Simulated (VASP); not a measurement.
# Sb (I4/mmm) in VASP: a series of runs

One crystal, Sb, is run at these levels: LDA; tasks: single point.

Program: VASP 6.6.1. These are calculated values, not measurements. Logs are shortened: lines on timing, memory, paths and dates and some standing lists are left out, and cuts for length are marked.

### Step 1. The structure

It takes space group I4/mmm (No. 139, tetragonal). Conventional cell: a = 3.196 Å, b = 3.196 Å, c = 5.278 Å, α = 90.00°, β = 90.00°, γ = 90.00°. Sb (site symmetry 4/mmm) is surrounded by 12 Sb at 3.20 to 3.47 Å.

This isn't the form of Sb at room conditions, which is rhombohedral.

### Step 2. Single point, LDA

INCAR

```
  PREC = Accurate
  ENCUT = 520
  EDIFF = 1E-7
  ISMEAR = 0
  SIGMA = 0.15
  LREAL = False
  LASPH = True
  NELM = 100
  ALGO = Fast
  ISIF = 2
  LWAVE = False
  LCHARG = False
  NBANDS = 8
```

KPOINTS

```
regular mesh
0
Gamma
  24 24 24
```

POSCAR

```
Sb
1.0
   -1.5981393080      1.5981393080      2.6391291742
    1.5981393080     -1.5981393080      2.6391291742
    1.5981393080      1.5981393080     -2.6391291742
Sb
1
Direct
    0.0000000000      0.0000000000      0.0000000000
```

Potentials or basis: VASP PAW LDA potentials, release 64 (Sb).

Started as:

```bash
$ cat potpaw_LDA.64/Sb/POTCAR > POTCAR
$ mpirun -np 1 vasp_std > vasp.out
```

OUTCAR:

```text
PREC = Accurate
   ENCUT = 520
   EDIFF = 1E-7
   ISMEAR = 0
   LREAL = False
   LASPH = True
   NELM = 100
   ISIF = 2

 ion  position               nearest neighbor table
   1  0.000  0.000  0.000-

  LATTYP: Found a body centered tetragonal cell.
 ALAT       =     3.1962786160
 C/A-ratio  =     1.6513761729

  Lattice vectors:

 A1 = (  -1.5981393080,   1.5981393080,   2.6391291742)
 A2 = (   1.5981393080,  -1.5981393080,   2.6391291742)
 A3 = (   1.5981393080,   1.5981393080,  -2.6391291742)

Analysis of symmetry for initial positions (statically):
=====================================================================
 Subroutine PRICEL returns:
 Original cell was already a primitive cell.

 Routine SETGRP: Setting up the symmetry group for a
 body centered tetragonal supercell.

 Subroutine GETGRP returns: Found 16 space group operations
 (whereof 16 operations were pure point group operations)
 out of a pool of 16 trial point group operations.

The static configuration has the point symmetry D_4h.

Analysis of symmetry for dynamics (positions and initial velocities):
=====================================================================
 Subroutine PRICEL returns:
 Original cell was already a primitive cell.

 Routine SETGRP: Setting up the symmetry group for a
 body centered tetragonal supercell.

 Subroutine GETGRP returns: Found 16 space group operations
 (whereof 16 operations were pure point group operations)
 out of a pool of 16 trial point group operations.

The dynamic configuration has the point symmetry D_4h.

 Subroutine INISYM returns: Found 16 space group operations
 (whereof 16 operations are pure point group operations),
 and found     1 'primitive' translations

----------------------------------------------------------------------------------------

                                     Primitive cell

  volume of cell :      26.9619

  direct lattice vectors                    reciprocal lattice vectors
    -1.598139308  1.598139308  2.639129174     0.000000000  0.312863840  0.189456433
     1.598139308 -1.598139308  2.639129174     0.312863840  0.000000000  0.189456433
     1.598139308  1.598139308 -2.639129174     0.312863840  0.312863840  0.000000000

  length of vectors
     3.474636858  3.474636858  3.474636858     0.365756097  0.365756097  0.442456285

  position of ions in fractional coordinates (direct lattice)
     0.000000000  0.000000000  0.000000000

  ion indices of the primitive-cell ions
   primitive index   ion index
                 1           1

----------------------------------------------------------------------------------------

[... 72 lines left out ...]
   NSW    =      0    number of steps for IOM
   IBRION =     -1    ionic relax: 0-MD 1-quasi-New 2-CG
   NFREE  =      0    steps in history (QN), initial steepest desc. (CG)
   ISIF   =      2    stress and relaxation
   ISYM   =      2    0-nonsym 1-usesym 2-fastsym
   POTIM  = 0.5000    time-step for ionic-motion
   TEBEG  =    0.0;   TEEND  =   0.0 temperature during run
   PSTRESS=    0.0 pullay stress
   NELECT =       5.0000    total number of electrons
   NUPDOWN=      -1.0000    fix difference up-down
   EMIN   =  10.00;   EMAX   =-10.00  energy-range for DOS
   EFERMI =   0.00;   METHOD = LEGACY
   ISMEAR =     0;   SIGMA  =   0.15  broadening in eV -4-tet -1-fermi 0-gaus
   EFERMI_NEDOS =   21; number of points for ismear=-14 and -15
   IALGO  =     68    algorithm
   IMIX   =      4    mixing-type and parameters
     AMIX     =   0.40;   BMIX     =  1.00
     AMIX_MAG =   1.60;   BMIX_MAG =  1.00
  volume/ion in A,a.u.               =      26.96       181.95
  Fermi-wavevector in a.u.,A,eV,Ry     =   0.933573  1.764197 11.858269  0.871558
  Thomas-Fermi vector in A             =   2.060288
   LORBIT       =      0    0 simple, 1 ext, 2 COOP (PROOUT), +10 PAW based schemes
   GGA     = CA    functional components
   LHFCALC =     F    Hartree Fock is set to
   AEXX    =    0.0000 exact exchange contribution
   IVDW    =     0    specifies the selected vdW correction
   LEPSILON=     F    determine dielectric tensor
   LRPA    =     F    only Hartree local field effects (RPA)
 non-spin polarized calculation
 RMM-DIIS sequential band-by-band and
 Gauss-broadening in eV      SIGMA  =   0.15
  energy-cutoff  :      520.00
  volume of cell :       26.96
 maximum number of plane-waves:       751
 NGX is ok and might be reduce to    28
   NGX = 13   NGY = 13   NGZ = 13

 number of electron       5.0000000 magnetization

 Free energy of the ion-electron system (eV)
  ---------------------------------------------------
  ext. energy  EPLUGINS =         0.00000000
  ---------------------------------------------------
  free energy    TOTEN  =        -4.54240031 eV

  energy without entropy =       -4.53450083  energy(sigma->0) =       -4.53845057

 E-fermi :   8.3889     XC(G=0): -10.3610

 val. band max:        8.3859894913   @ k =  -0.3333  -0.4167   0.1250
 cond. band min:       8.3893576733   @ k =  -0.1250  -0.2500   0.0833
 fundamental gap:      0.0033681819
 Fermi energy:         8.3889181947

 k-point     1 :       0.0000    0.0000    0.0000
  band No.  band energies     occupation
      1      -4.5551      2.00000
      2      13.2496      0.00000
      3      13.6859      0.00000
      4      13.6859      0.00000
      5      17.6542      0.00000
      6      18.6983      0.00000
      7      18.6983      0.00000
      8      18.9785      0.00000
[... 243 lines left out ...]
 k-point    24 :       0.4583    0.0417    0.0000
  band No.  band energies     occupation
      1      -0.8671      2.00000
      2       2.7906      2.00000
      3      10.4522      0.00000
      4      12.9681      0.00000
      5      15.0672      0.00000
      6      17.6698      0.00000
      7      18.3240      0.00000
      8      19.7877      0.00000

 [... further k-points ...]
[... 5 lines left out ...]
  --------------------------------------------------------------------------------------
  -------------------------------------------------------------------------------------
  Total       -0.4820805     -0.4820805     -0.3140498      0.0000000      0.0000000      0.0000000
  in kB      -28.6470729    -28.6470729    -18.6620428      0.0000000      0.0000000      0.0000000
  external PRESSURE =     -25.3187296 kB  Pullay stress =       0.0000000 kB

 VOLUME and BASIS-vectors are now :
 -----------------------------------------------------------------------------
  energy-cutoff  :      520.00
  volume of cell :       26.96
      direct lattice vectors                 reciprocal lattice vectors
    -1.598139308  1.598139308  2.639129174     0.000000000  0.312863840  0.189456433
     1.598139308 -1.598139308  2.639129174     0.312863840  0.000000000  0.189456433
     1.598139308  1.598139308 -2.639129174     0.312863840  0.312863840  0.000000000

 POSITION                                       TOTAL-FORCE (eV/Angst)
 -----------------------------------------------------------------------------------
      0.00000      0.00000      0.00000         0.000000      0.000000      0.000000
 -----------------------------------------------------------------------------------
    total drift:                                0.000000      0.000000     -0.000000

  FREE ENERGIE OF THE ION-ELECTRON SYSTEM (eV)
  ---------------------------------------------------
  free  energy   TOTEN  =        -4.5424003086 eV

  energy  without entropy=       -4.5345008292  energy(sigma->0) =       -4.53845057
```

stdout:

```text
POSCAR found type information on POSCAR Sb
 POSCAR found :  1 types and       1 ions
 scaLAPACK will be used
 LDA part: xc-table for (Slater(with rela. corr.)+CA(PZ))
 , standard interpolation
 POSCAR, INCAR and KPOINTS ok, starting setup
 FFT: planning ... GRIDC
 FFT: planning ... GRID_SOFT
 FFT: planning ... GRID
 WAVECAR not read
 entering main loop
```

It took 2.4 min on 1 thread of AMD EPYC 9R45 (Zen 5), shared host; peak memory 0.31 GiB.

What came out:

- Free energy: -4.5424 eV
- Pressure: -2.5 GPa
- Band gap on the k mesh: none (metal or under the smearing width)

Stress tensor (GPa, compression positive):
```
-2.86  0.00  0.00
 0.00 -2.86  0.00
 0.00  0.00 -1.87
```

Spin-orbit coupling is left out, which matters for the levels of Sb.

[end of part 1 of 2]
